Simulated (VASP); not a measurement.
# SnS2 (P-3m1) in VASP: notebook

One crystal, SnS2, is run at these levels: LDA, rev-vdW-DF2, optB88-vdW, PBE+D3(BJ); tasks: relaxation of the atoms.

All numbers are computed with VASP 6.6.1; they aren't measurements. Logs are shortened: lines on timing, memory, paths and dates and some standing lists are left out, and cuts for length are marked.

**1. The structure**

Symmetry: P-3m1, No. 164, trigonal system. The conventional cell has a = 3.639 Å, b = 3.639 Å, c = 5.868 Å, α = 90.00°, β = 90.00°, γ = 120.00°. Sn (site symmetry -3m) has 6 S at 2.56 Å as nearest neighbours. Around S (site symmetry 3m) lie 3 Sn at 2.56 Å.

**2. Relaxation of the atoms, LDA**

The input, INCAR:

```
SYSTEM = SnS2
  ALGO = Normal
  EDIFF = 1E-7
  EDIFFG = -0.005
  ENCUT = 520
  IBRION = 2
  ISIF = 2
  ISMEAR = 0
  KPAR = 2
  LASPH = .True.
  LCHARG = .False.
  LREAL = .False.
  LWAVE = .False.
  NELM = 100
  NSW = 60
  PREC = Accurate
  SIGMA = 0.05
```

The input, KPOINTS:

```
k-points
0
Gamma
  10 10 6
  0 0 0
```

The input, POSCAR:

```
SnS2
1.0
    3.6390000000      0.0000000000      0.0000000000
   -1.8195000000      3.1514664400      0.0000000000
    0.0000000000      0.0000000000      5.8680000000
Sn S
1 2
Direct
    0.0000000000      0.0000000000      0.0000000000
    0.3333333300      0.6666666700      0.2500000000
    0.6666666700      0.3333333300      0.7500000000
```

Potentials or basis: VASP PAW LDA potentials, release 64 (Sn_d, S).

The run is started by

```bash
$ cat potpaw_LDA.64/Sn_d/POTCAR potpaw_LDA.64/S/POTCAR > POTCAR
$ mpirun -np 2 vasp_std > vasp.out
```

OUTCAR:

```text
SYSTEM = SnS2
   EDIFF = 1E-7
   EDIFFG = -0.005
   ENCUT = 520
   IBRION = 2
   ISIF = 2
   ISMEAR = 0
   LASPH = .True.
   LREAL = .False.
   NELM = 100
   NSW = 60
   PREC = Accurate

 ion  position               nearest neighbor table
   1  0.000  0.000  0.000-   2 2.56   3 2.56   2 2.56   3 2.56   3 2.56   2 2.56
   2  0.333  0.667  0.250-   1 2.56   1 2.56   1 2.56
   3  0.667  0.333  0.750-   1 2.56   1 2.56   1 2.56

  LATTYP: Found a hexagonal cell.
 ALAT       =     3.6390000000
 C/A-ratio  =     1.6125309151

  Lattice vectors:

 A1 = (   3.6390000000,   0.0000000000,   0.0000000000)
 A2 = (  -1.8195000000,   3.1514664400,   0.0000000000)
 A3 = (   0.0000000000,   0.0000000000,   5.8680000000)

Analysis of symmetry for initial positions (statically):
=====================================================================
 Subroutine PRICEL returns:
 Original cell was already a primitive cell.

 Routine SETGRP: Setting up the symmetry group for a
 hexagonal supercell.

 Subroutine GETGRP returns: Found 12 space group operations
 (whereof 12 operations were pure point group operations)
 out of a pool of 24 trial point group operations.

The static configuration has the point symmetry D_3d.

Analysis of symmetry for dynamics (positions and initial velocities):
=====================================================================
 Subroutine PRICEL returns:
 Original cell was already a primitive cell.

 Routine SETGRP: Setting up the symmetry group for a
 hexagonal supercell.

 Subroutine GETGRP returns: Found 12 space group operations
 (whereof 12 operations were pure point group operations)
 out of a pool of 24 trial point group operations.

The dynamic configuration has the point symmetry D_3d.

 Subroutine INISYM returns: Found 12 space group operations
 (whereof 12 operations are pure point group operations),
 and found     1 'primitive' translations

----------------------------------------------------------------------------------------

                                     Primitive cell

  volume of cell :      67.2953

  direct lattice vectors                    reciprocal lattice vectors
     3.639000000  0.000000000  0.000000000     0.274800769  0.158656298  0.000000000
    -1.819500000  3.151466440  0.000000000     0.000000000  0.317312597  0.000000000
     0.000000000  0.000000000  5.868000000     0.000000000  0.000000000  0.170415815

  length of vectors
     3.639000000  3.638999996  5.868000000     0.317312597  0.317312597  0.170415815

  position of ions in fractional coordinates (direct lattice)
     0.000000000  0.000000000  0.000000000
     0.333333330  0.666666670  0.250000000
     0.666666670  0.333333330  0.750000000

  ion indices of the primitive-cell ions
   primitive index   ion index
                 1           1
                 2           2
                 3           3

----------------------------------------------------------------------------------------

 KPOINTS: k-points

Automatic generation of k-mesh.
 Grid dimensions read from file:
 generate k-points for:   10   10    6

 Generating k-lattice:

  Cartesian coordinates                     Fractional coordinates (reciprocal lattice)
     0.027480077  0.015865630  0.000000000     0.100000000  0.000000000  0.000000000
     0.000000000  0.031731260  0.000000000     0.000000000  0.100000000  0.000000000
     0.000000000  0.000000000  0.028402636     0.000000000  0.000000000  0.166666667

  Length of vectors
     0.031731260  0.031731260  0.028402636

  Shift w.r.t. Gamma in fractional coordinates (k-lattice)
     0.000000000  0.000000000  0.000000000

 Subroutine IBZKPT returns following result:
 ===========================================

 Found     72 irreducible k-points:

 Following reciprocal coordinates:
            Coordinates               Weight
  0.000000  0.000000  0.000000      1.000000
  0.100000 -0.000000  0.000000      6.000000
  0.200000 -0.000000  0.000000      6.000000
  0.300000 -0.000000  0.000000      6.000000
  0.400000 -0.000000  0.000000      6.000000
  0.500000 -0.000000  0.000000      3.000000
[... 16 lines left out ...]
  0.000000  0.400000  0.166667      6.000000
  0.500000 -0.000000  0.166667      6.000000
 [... further k-points ...]
   k-points           NKPTS =     72   k-points in BZ     NKDIM =     72   number of bands    NBANDS=     17
   number of dos      NEDOS =    301   number of ions     NIONS =      3
   total plane-waves  NPLWV =  37632
   dimension x,y,z NGX =    28 NGY =   28 NGZ =   48
   dimension x,y,z NGXF=    56 NGYF=   56 NGZF=   96
   ions per type =               1   2
   NGX,Y,Z   is equivalent  to a cutoff of  12.79, 12.79, 13.60 a.u.
   NGXF,Y,Z  is equivalent  to a cutoff of  25.58, 25.58, 27.20 a.u.
 SYSTEM =  SnS2
   PREC   = accura    normal or accurate (medium, high low for compatibility)
   ISTART =      0    job   : 0-new  1-cont  2-samecut
   ICHARG =      2    charge: 1-file 2-atom 10-const
   ISPIN  =      1    spin polarized calculation?
   LNONCOLLINEAR =      F non collinear calculations
   LSORBIT =      F    spin-orbit coupling
   LASPH  =      T    aspherical Exc in radial PAW
   ENCUT  =  520.0 eV  38.22 Ry    6.18 a.u.   6.77  6.77 10.91*2*pi/ulx,y,z
   NELM   =    100;   NELMIN=  2; NELMDL= -5     # of ELM steps
   EDIFF  = 0.1E-06   stopping-criterion for ELM
   LREAL  =      F    real-space projection
   EDIFFG = -.5E-02   stopping-criterion for IOM
   NSW    =     60    number of steps for IOM
   IBRION =      2    ionic relax: 0-MD 1-quasi-New 2-CG
   NFREE  =      1    steps in history (QN), initial steepest desc. (CG)
   ISIF   =      2    stress and relaxation
   ISYM   =      2    0-nonsym 1-usesym 2-fastsym
   POTIM  = 0.5000    time-step for ionic-motion
   TEBEG  =    0.0;   TEEND  =   0.0 temperature during run
   PSTRESS=    0.0 pullay stress
   NELECT =      26.0000    total number of electrons
   NUPDOWN=      -1.0000    fix difference up-down
   EMIN   =  10.00;   EMAX   =-10.00  energy-range for DOS
   EFERMI =   0.00;   METHOD = LEGACY
   ISMEAR =     0;   SIGMA  =   0.05  broadening in eV -4-tet -1-fermi 0-gaus
   EFERMI_NEDOS =   21; number of points for ismear=-14 and -15
   IALGO  =     38    algorithm
   IMIX   =      4    mixing-type and parameters
     AMIX     =   0.40;   BMIX     =  1.00
     AMIX_MAG =   1.60;   BMIX_MAG =  1.00
  volume/ion in A,a.u.               =      22.43       151.38
  Fermi-wavevector in a.u.,A,eV,Ry     =   1.192352  2.253218 19.343434  1.421702
  Thomas-Fermi vector in A             =   2.328392
   LORBIT       =      0    0 simple, 1 ext, 2 COOP (PROOUT), +10 PAW based schemes
   GGA     = CA    functional components
   LHFCALC =     F    Hartree Fock is set to
   AEXX    =    0.0000 exact exchange contribution
   IVDW    =     0    specifies the selected vdW correction
   LEPSILON=     F    determine dielectric tensor
   LRPA    =     F    only Hartree local field effects (RPA)
 conjugate gradient relaxation of ions
 non-spin polarized calculation
 Gauss-broadening in eV      SIGMA  =   0.05
  energy-cutoff  :      520.00
  volume of cell :       67.30
 maximum number of plane-waves:      1834
 NGX is ok and might be reduce to    28
   NGX = 13   NGY = 13   NGZ = 21

 number of electron      26.0000007 magnetization

 Free energy of the ion-electron system (eV)
  ---------------------------------------------------
  ext. energy  EPLUGINS =         0.00000000
  ---------------------------------------------------
  free energy    TOTEN  =       -15.06743628 eV

  energy without entropy =      -15.06743628  energy(sigma->0) =      -15.06743628

 E-fermi :   4.8858     XC(G=0): -10.0270

 val. band max:        4.6526656238   @ k =   0.1000   0.1000   0.0000
 cond. band min:       5.9225388362   @ k =   0.5000  -0.0000   0.3333
 fundamental gap:      1.2698732124
 Fermi energy:         4.8858233731

 k-point     1 :       0.0000    0.0000    0.0000
  band No.  band energies     occupation
      1     -16.2478      2.00000
      2     -16.2478      2.00000
      3     -16.1978      2.00000
      4     -16.1697      2.00000
      5     -16.1697      2.00000
      6      -9.2323      2.00000
[... 9 lines left out ...]
     16       9.9448      0.00000
     17       9.9448      0.00000

 k-point     2 :       0.1000   -0.0000    0.0000
  band No.  band energies     occupation
      1     -16.2544      2.00000
      2     -16.2415      2.00000
      3     -16.1929      2.00000
      4     -16.1740      2.00000
      5     -16.1692      2.00000
      6      -9.1171      2.00000
[... 9 lines left out ...]
     16       9.6770      0.00000
     17      10.1578      0.00000

 k-point     3 :       0.2000   -0.0000    0.0000
  band No.  band energies     occupation
      1     -16.2741      2.00000
      2     -16.2274      2.00000
      3     -16.1883      2.00000
      4     -16.1747      2.00000
      5     -16.1654      2.00000
      6      -8.7792      2.00000
[... 9 lines left out ...]
     16      10.3524      0.00000
     17      10.5627      0.00000

 k-point     4 :       0.3000   -0.0000    0.0000
  band No.  band energies     occupation
      1     -16.3006      2.00000
      2     -16.2165      2.00000
      3     -16.1989      2.00000
      4     -16.1570      2.00000
      5     -16.1540      2.00000
      6      -8.2505      2.00000
[... 9 lines left out ...]
     16      10.7371      0.00000
     17      10.9225      0.00000
[... 343 lines left out ...]
      1     -16.3230      2.00000
      2     -16.2129      2.00000
      3     -16.2075      2.00000
      4     -16.1417      2.00000
      5     -16.1394      2.00000
      6      -7.5950      2.00000
[... 9 lines left out ...]
     16      10.5488      0.00000
     17      10.8055      0.00000

 k-point    23 :       0.0000    0.4000    0.1667
  band No.  band energies     occupation
      1     -16.3230      2.00000
      2     -16.2129      2.00000
      3     -16.2075      2.00000
      4     -16.1417      2.00000
      5     -16.1394      2.00000
      6      -7.5936      2.00000
[... 9 lines left out ...]
     16      10.9192      0.00000
     17      10.9408      0.00000

 k-point    24 :       0.5000   -0.0000    0.1667
  band No.  band energies     occupation
      1     -16.3316      2.00000
      2     -16.2125      2.00000
      3     -16.2107      2.00000
      4     -16.1359      2.00000
      5     -16.1329      2.00000
      6      -7.2087      2.00000
[... 9 lines left out ...]
     16      10.6470      0.00000
     17      10.8350      0.00000

 [... further k-points ...]
[... 5 lines left out ...]
  --------------------------------------------------------------------------------------
  -------------------------------------------------------------------------------------
  Total       -0.3079908     -0.3079908     -0.3213173      0.0000000      0.0000000     -0.0000000
  in kB       -7.3326932     -7.3326932     -7.6499714      0.0000000      0.0000000     -0.0000000
  external PRESSURE =      -7.4384526 kB  Pullay stress =       0.0000000 kB

 VOLUME and BASIS-vectors are now :
 -----------------------------------------------------------------------------
  energy-cutoff  :      520.00
  volume of cell :       67.30
      direct lattice vectors                 reciprocal lattice vectors
     3.639000000  0.000000000  0.000000000     0.274800769  0.158656298  0.000000000
    -1.819500000  3.151466440  0.000000000     0.000000000  0.317312597  0.000000000
     0.000000000  0.000000000  5.868000000     0.000000000  0.000000000  0.170415815

 POSITION                                       TOTAL-FORCE (eV/Angst)
 -----------------------------------------------------------------------------------
      0.00000      0.00000      0.00000        -0.000000      0.000000      0.000000
     -0.00000      2.10098      1.46700        -0.000000     -0.000000      0.001189
      1.81950      1.05049      4.40100         0.000000      0.000000     -0.001189
 -----------------------------------------------------------------------------------
    total drift:                                0.000000      0.000000      0.000000

  FREE ENERGIE OF THE ION-ELECTRON SYSTEM (eV)
  ---------------------------------------------------
  free  energy   TOTEN  =       -15.0674362767 eV

  energy  without entropy=      -15.0674362767  energy(sigma->0) =      -15.06743628

 reached required accuracy - stopping structural energy minimisation
```

Run time: 17 s. Hardware: 2 MPI ranks of Intel Xeon 6975P-C (Granite Rapids), shared host; peak memory 0.2 GiB.

What came out:

```yaml
Free_energy: -15.0674 eV
Pressure_after_relaxing: -0.7 GPa
Band_gap_on_the_k_mesh: 1.27 eV, indirect (least direct gap 1.77 eV)
```

Final structure:
```
Sn S
1.0
     3.63900    0.00000    0.00000
    -1.81950    3.15147    0.00000
     0.00000    0.00000    5.86800
Sn S
1 2
Direct
  0.00000 0.00000 0.00000
  0.33333 0.66667 0.25000
  0.66667 0.33333 0.75000
```

Levels at points of the mesh, in eV from the valence-band top:
```csv
k point,band 10,band 11,band 12,band 13,band 14,band 15,band 16,band 17
"(0.00, 0.00, 0.00)",-0.67,-0.37,-0.37,0.00,1.77,3.46,5.29,5.29
"(0.50, 0.00, 0.00)",-2.83,-2.62,-1.11,-0.30,1.59,4.28,5.76,5.99
"(0.00, 0.00, 0.50)",-0.76,-0.76,-0.23,-0.23,3.00,3.53,5.02,5.02
"(0.50, 0.00, 0.50)",-2.45,-1.86,-0.78,-0.67,1.35,4.49,5.35,6.26
```

Caveat: the relaxation stopped at its first step, so nothing moved; spin-orbit coupling is left out, which moves the levels of the heavy elements. A k mesh can miss the band edges.

**3. Relaxation of the atoms, rev-vdW-DF2**

The input, INCAR:

```
SYSTEM = SnS2
PREC     = Accurate       ! precision mode
ENCUT    = 520            ! plane-wave cutoff, eV
EDIFF    = 1E-7           ! SCF threshold, eV
ISMEAR   = 0              ! smearing method
SIGMA    = 0.05           ! smearing width, eV
LREAL    = .FALSE.        ! projectors in reciprocal space
LASPH    = .TRUE.         ! aspherical terms in the spheres
NELM     = 60             ! most SCF steps
ALGO     = Normal         ! electronic algorithm
ISIF     = 2              ! what is computed and relaxed
LWAVE    = .FALSE.        ! write WAVECAR
LCHARG   = .FALSE.        ! write CHGCAR
GGA      = MK             ! functional
LUSE_VDW = .TRUE.       
AGGAC    = 0.0          
PARAM1   = 0.1234       
PARAM2   = 0.711357     
ZAB_VDW  = -1.8867      
IBRION   = 2              ! ionic algorithm
NSW      = 40             ! ionic steps
EDIFFG   = -0.01          ! ionic threshold
KPAR     = 2
```

The input, KPOINTS:

```
regular mesh
0
G
  10 10 6
  0 0 0
```

POSCAR is that of step 2.

Potentials or basis: VASP PAW PBE potentials, release 64 (Sn_d, S).

The run is started by

```bash
$ cat potpaw_PBE.64/Sn_d/POTCAR potpaw_PBE.64/S/POTCAR > POTCAR
$ mpirun -np 2 vasp_std > vasp.out
```

OUTCAR:

```text
SYSTEM = SnS2
   PREC = Accurate
   ENCUT = 520
   EDIFF = 1E-7
   ISMEAR = 0
   LREAL = .FALSE.
   LASPH = .TRUE.
   NELM = 60
   ISIF = 2
   GGA = MK
   IBRION = 2
   NSW = 40
   EDIFFG = -0.01

 ion  position               nearest neighbor table
   1  0.000  0.000  0.000-   2 2.56   3 2.56   2 2.56   3 2.56   3 2.56   2 2.56
   2  0.333  0.667  0.250-   1 2.56   1 2.56   1 2.56
   3  0.667  0.333  0.750-   1 2.56   1 2.56   1 2.56

  LATTYP: Found a hexagonal cell.
 ALAT       =     3.6390000000
 C/A-ratio  =     1.6125309151

  Lattice vectors:

 A1 = (   3.6390000000,   0.0000000000,   0.0000000000)
 A2 = (  -1.8195000000,   3.1514664400,   0.0000000000)
 A3 = (   0.0000000000,   0.0000000000,   5.8680000000)

Analysis of symmetry for initial positions (statically):
[... 258 lines left out ...]
 number of electron      26.0000005 magnetization

 Free energy of the ion-electron system (eV)
  ---------------------------------------------------
  ext. energy  EPLUGINS =         0.00000000
  ---------------------------------------------------
  free energy    TOTEN  =        -7.80452264 eV

  energy without entropy =       -7.80452264  energy(sigma->0) =       -7.80452264

 E-fermi :   4.9976     XC(G=0):  -9.8166

 val. band max:        4.7418237589   @ k =   0.1000   0.1000   0.0000
 cond. band min:       6.0157411686   @ k =   0.5000  -0.0000   0.3333
 fundamental gap:      1.2739174097
 Fermi energy:         4.9976069573

 k-point     1 :       0.0000    0.0000    0.0000
  band No.  band energies     occupation
      1     -16.2096      2.00000
      2     -16.2096      2.00000
      3     -16.1596      2.00000
      4     -16.1352      2.00000
      5     -16.1352      2.00000
      6      -9.0359      2.00000
[... 457 lines left out ...]
      4     -16.1048      2.00000
      5     -16.1021      2.00000
      6      -7.0860      2.00000
[... 9 lines left out ...]
     16      10.7959      0.00000
     17      10.8790      0.00000

 [... further k-points ...]
[... 5 lines left out ...]
  --------------------------------------------------------------------------------------
  -------------------------------------------------------------------------------------
  Total        0.8813274      0.8813274      0.1364577      0.0000000      0.0000000     -0.0000000
  in kB       20.9827780     20.9827779      3.2488050      0.0000000      0.0000000     -0.0000000
  external PRESSURE =      15.0714536 kB  Pullay stress =       0.0000000 kB
[... 22 lines left out ...]
  energy  without entropy=       -7.8045226367  energy(sigma->0) =       -7.80452264

Total vdW correction in eV:      3.8709186

 reached required accuracy - stopping structural energy minimisation
```

It took 4 min on 2 MPI ranks of Intel Xeon Platinum 8488C (Sapphire Rapids), shared host; peak memory 0.44 GiB.

What came out:

```
Free energy                  : -7.8045 eV
Energy gained by relaxing    : 3.6 meV/atom
Ionic steps                  : 3
Pressure after relaxing      : 1.5 GPa
Largest force after relaxing : 0.004 eV/Å
Band gap on the k mesh       : 1.27 eV, indirect (least direct gap 1.83 eV)
```

Forces in eV/Å, atoms in the order of the input:
```
Sn   0.000  0.000  0.000
S    0.000  0.000 -0.004
S    0.000  0.000  0.004
```

Stress tensor (GPa, compression positive):
```
2.10 0.00 0.00
0.00 2.10 0.00
0.00 0.00 0.32
```

Step by step:
```tsv
step	energy change (eV)	largest force (eV/Å)	pressure (GPa)
1	0.0000	0.3509	2.89
2	-0.0085	0.1556	2.12
3	-0.0107	0.0036	1.51
```

Final structure:
```
Sn S
1.0
     3.63900    0.00000    0.00000
    -1.81950    3.15147    0.00000
     0.00000    0.00000    5.86800
Sn S
1 2
Direct
  0.00000 0.00000 0.00000
  0.33333 0.66667 0.25529
  0.66667 0.33333 0.74471
```

Caveat: the PAW data sets were made with another functional, which shifts forces and pressure a little; spin-orbit coupling is left out, which moves the levels of the heavy elements. A k mesh can miss the band edges.

(Continued in part 2 of 2.)
